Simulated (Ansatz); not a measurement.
# 64-atom supercell of rocksalt CdO

What do PBEsol, HSE06 and r²SCAN give for the perfect crystal in this cell, and at what cost?

Program: Ansatz 0.2.0, PAW, plane waves. These are calculated values, not measurements.

**1. The starting cell**

64 atoms (32 O, 32 Cd); a = 9.381 Å, b = 9.381 Å, c = 9.381 Å, α = 90.00°, β = 90.00°, γ = 90.00°.

Plan of the steps: (2) PBEsol cell relaxation at the single k point (½, ½, ½), on 1 × NVIDIA GB300 with 8 threads of Arm Neoverse-V2; (3) HSE06 single point at the Γ point alone, on 1 × NVIDIA GB300 with 8 threads of Arm Neoverse-V2; (4) r²SCAN single point at the Γ point alone, on 1 × NVIDIA GB300 with 8 threads of Arm Neoverse-V2.

**2. Relaxing cell and atoms with PBEsol**

Contents of in.yaml:

```yaml
crystal:
  lattice:
    - [9.381147, 0.000000, 0.000000]
    - [0.000000, 9.381147, 0.000000]
    - [0.000000, 0.000000, 9.381147]
  atoms:
    - { symbol: O, position: [0.250000, 0.000000, 0.000000] }
    - { symbol: O, position: [0.250000, 0.000000, 0.500000] }
    - { symbol: O, position: [0.250000, 0.500000, 0.000000] }
    - { symbol: O, position: [0.250000, 0.500000, 0.500000] }
    - { symbol: O, position: [0.750000, 0.000000, 0.000000] }
    - { symbol: O, position: [0.750000, 0.000000, 0.500000] }
    - { symbol: O, position: [0.750000, 0.500000, 0.000000] }
    - { symbol: O, position: [0.750000, 0.500000, 0.500000] }
    - { symbol: O, position: [0.000000, 0.250000, 0.000000] }
    - { symbol: O, position: [0.000000, 0.250000, 0.500000] }
    - { symbol: O, position: [0.000000, 0.750000, 0.000000] }
    - { symbol: O, position: [0.000000, 0.750000, 0.500000] }
    - { symbol: O, position: [0.500000, 0.250000, 0.000000] }
    - { symbol: O, position: [0.500000, 0.250000, 0.500000] }
    - { symbol: O, position: [0.500000, 0.750000, 0.000000] }
    - { symbol: O, position: [0.500000, 0.750000, 0.500000] }
    - { symbol: O, position: [0.000000, 0.000000, 0.250000] }
    - { symbol: O, position: [0.000000, 0.000000, 0.750000] }
    - { symbol: O, position: [0.000000, 0.500000, 0.250000] }
    - { symbol: O, position: [0.000000, 0.500000, 0.750000] }
    - { symbol: O, position: [0.500000, 0.000000, 0.250000] }
    - { symbol: O, position: [0.500000, 0.000000, 0.750000] }
    - { symbol: O, position: [0.500000, 0.500000, 0.250000] }
    - { symbol: O, position: [0.500000, 0.500000, 0.750000] }
    - { symbol: O, position: [0.250000, 0.250000, 0.250000] }
    - { symbol: O, position: [0.250000, 0.250000, 0.750000] }
    - { symbol: O, position: [0.250000, 0.750000, 0.250000] }
    - { symbol: O, position: [0.250000, 0.750000, 0.750000] }
    - { symbol: O, position: [0.750000, 0.250000, 0.250000] }
    - { symbol: O, position: [0.750000, 0.250000, 0.750000] }
    - { symbol: O, position: [0.750000, 0.750000, 0.250000] }
    - { symbol: O, position: [0.750000, 0.750000, 0.750000] }
    - { symbol: Cd, position: [0.000000, 0.000000, 0.000000] }
    - { symbol: Cd, position: [0.000000, 0.000000, 0.500000] }
    - { symbol: Cd, position: [0.000000, 0.500000, 0.000000] }
    - { symbol: Cd, position: [0.000000, 0.500000, 0.500000] }
    - { symbol: Cd, position: [0.500000, 0.000000, 0.000000] }
    - { symbol: Cd, position: [0.500000, 0.000000, 0.500000] }
    - { symbol: Cd, position: [0.500000, 0.500000, 0.000000] }
    - { symbol: Cd, position: [0.500000, 0.500000, 0.500000] }
    - { symbol: Cd, position: [0.250000, 0.250000, 0.000000] }
    - { symbol: Cd, position: [0.250000, 0.250000, 0.500000] }
    - { symbol: Cd, position: [0.250000, 0.750000, 0.000000] }
    - { symbol: Cd, position: [0.250000, 0.750000, 0.500000] }
    - { symbol: Cd, position: [0.750000, 0.250000, 0.000000] }
    - { symbol: Cd, position: [0.750000, 0.250000, 0.500000] }
    - { symbol: Cd, position: [0.750000, 0.750000, 0.000000] }
    - { symbol: Cd, position: [0.750000, 0.750000, 0.500000] }
    - { symbol: Cd, position: [0.250000, 0.000000, 0.250000] }
    - { symbol: Cd, position: [0.250000, 0.000000, 0.750000] }
    - { symbol: Cd, position: [0.250000, 0.500000, 0.250000] }
    - { symbol: Cd, position: [0.250000, 0.500000, 0.750000] }
    - { symbol: Cd, position: [0.750000, 0.000000, 0.250000] }
    - { symbol: Cd, position: [0.750000, 0.000000, 0.750000] }
    - { symbol: Cd, position: [0.750000, 0.500000, 0.250000] }
    - { symbol: Cd, position: [0.750000, 0.500000, 0.750000] }
    - { symbol: Cd, position: [0.000000, 0.250000, 0.250000] }
    - { symbol: Cd, position: [0.000000, 0.250000, 0.750000] }
    - { symbol: Cd, position: [0.000000, 0.750000, 0.250000] }
    - { symbol: Cd, position: [0.000000, 0.750000, 0.750000] }
    - { symbol: Cd, position: [0.500000, 0.250000, 0.250000] }
    - { symbol: Cd, position: [0.500000, 0.250000, 0.750000] }
    - { symbol: Cd, position: [0.500000, 0.750000, 0.250000] }
    - { symbol: Cd, position: [0.500000, 0.750000, 0.750000] }
kpoints:
  mp_grid: { grid: [1, 1, 1], shift: [0.5, 0.5, 0.5] }
hamiltonian:
  xc: pbesol
scf:
  occupations: { method: fermi_dirac, width: 0.01 }
relax:
  f_tol: 0.03
  max_steps: 80
  escape_saddle: false
  adjacent_minimum: "off"
  cell: { fix: [shape] }
output:
  forces: true
  eigenvalues: true
  populations: true
```

Further steps of the session: HSE06 single point; r²SCAN single point.

What does the calculation give? Wanted: for each run, top filled to lowest empty; energy; pressure.

The runs gave:

```
             level         time   k points  top filled to lowest empty (eV)  energy (eV/atom)  pressure (GPa)
PBEsol, relaxation  5.7 s (GPU)  (½, ½, ½)                             3.23        -4372.2205            0.00
             HSE06   27 s (GPU)          Γ                             0.94        -4412.4263               -
            r²SCAN    4 s (GPU)          Γ                             0.09        -4418.3266               -
```

```
     quantity                                                                      value
   relaxation                                           4 recorded steps, 0.00 eV gained
largest shift                                                                     0.00 Å
 relaxed cell  a = 9.378 Å, b = 9.378 Å, c = 9.378 Å, α = 90.00°, β = 90.00°, γ = 90.00°
```

**In words.** Relaxation gains 0.00 eV and leaves the fractional positions as they were, while the volume changes by -0.1 %. At the same k points, r²SCAN gives a spacing 0.85 eV smaller than the 0.94 eV of HSE06. The relaxation ran on other k points, so part of any difference from the later rows can come from the mesh. The HSE06 single point took about 6.7 times as long as the r²SCAN one on the same kind of device. With one k point the spacing samples only the states that fold onto it, so it can exceed the gap over the zone.
